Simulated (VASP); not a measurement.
The system is AgCl.

```
Ag Cl
1.0
     0.00000    2.72297    2.72297
     2.72297    0.00000    2.72297
     2.72297    2.72297    0.00000
Ag Cl
1 1
Direct
  0.00000 0.00000 0.00000
  0.50000 0.50000 0.50000
```

The cell is a database's computed one.

Base run:

```yaml
Program: VASP 6.6.1
Functional: r2SCAN
Potentials_or_basis: VASP PAW PBE potentials, release 64 (Ag, Cl)
Cutoff: 520 eV
k_mesh: 8 × 8 × 8
Occupations: gaussian, width 0.02 eV
Spin: no spin polarisation
```

Its results: band gap on the k mesh 1.43 eV, indirect (least direct gap 3.90 eV); pressure 3.1 GPa.

The run is repeated on the same cell with these changes: functional from r2SCAN to PBEsol; cutoff from 520 eV to 700 eV. What comes out?

Band gap on the k mesh 0.72 eV, indirect (least direct gap 3.23 eV); pressure 0.0 GPa.

r2SCAN gives the wider gap, since meta-GGAs in the generalised Kohn-Sham scheme recover part of the derivative discontinuity.

Caveats: the PAW data sets were made with another functional, which shifts forces and pressure a little.

A k mesh can miss the band edges.
